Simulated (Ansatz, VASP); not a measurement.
## Rh: VASP beside Ansatz

The input INCAR:

```
SYSTEM = Rh
ALGO     = Normal         ! electronic algorithm
EDIFF    = 1E-6           ! SCF threshold, eV
ENCUT    = 520            ! plane-wave cutoff, eV
ISIF     = 2              ! what is computed and relaxed
ISMEAR   = 1              ! smearing method
LASPH    = .True.         ! aspherical terms in the spheres
LCHARG   = .False.        ! write CHGCAR
LREAL    = .False.        ! projectors in reciprocal space
LWAVE    = .False.        ! write WAVECAR
NBANDS   = 14             ! bands
NELM     = 80             ! most SCF steps
PREC     = Accurate       ! precision mode
SIGMA    = 0.3            ! smearing width, eV
```

Contents of KPOINTS:

```
k-points
0
Gamma
  14 14 14
  0 0 0
```

The input POSCAR:

```
Rh
1.0
    0.0000000000      1.8776226225      1.8776226225
    1.8776226225      0.0000000000      1.8776226225
    1.8776226225      1.8776226225      0.0000000000
Rh
1
Direct
    0.0000000000      0.0000000000      0.0000000000
```

Input for Ansatz:

```yaml
crystal:
  lattice:
    - [0.0, 1.8776226225, 1.8776226225]
    - [1.8776226225, 0.0, 1.8776226225]
    - [1.8776226225, 1.8776226225, 0.0]
  atoms:
    - { symbol: Rh, position: [0.0, 0.0, 0.0] }
hamiltonian:
  xc: lda
  pseudopotentials:
    kind: paw
    azcp:
      Rh: "pseudopotentials/Rh.paw.azcp"
basis:
  ecutwfc: 420
  fft_grid_basis: typed
kpoints:
  mp_grid: { grid: [14, 14, 14], shift: [0, 0, 0] }
magnetization:
  spin_polarized: false
scf:
  occupations: { method: methfessel_paxton, width: 0.3 }
  lower_state_search: "off"
output:
  stress: true
```

Alike in both runs: task single point; functional LDA; k mesh 14 × 14 × 14; occupations methfessel-paxton of order 1, width 0.3 eV; no spin polarisation.

|  | VASP | Ansatz |
| --- | --- | --- |
| version | VASP 6.6.1 | Ansatz 0.2.0 |
| potentials or method | VASP PAW LDA potentials, release 64 (Rh_pv) | plane waves (420 eV) with PAW, scalar-relativistic |
| plane-wave cutoff (eV) | 520 | 420 |
| valence electrons in the cell | 15 | 17 |

```csv
,VASP,Ansatz,Ansatz less VASP
pressure (GPa),0.4,-0.5,-0.92
```

The two sets of potentials don't hold the same shells in valence. Ansatz warned: «pseudo_functional_mismatch».
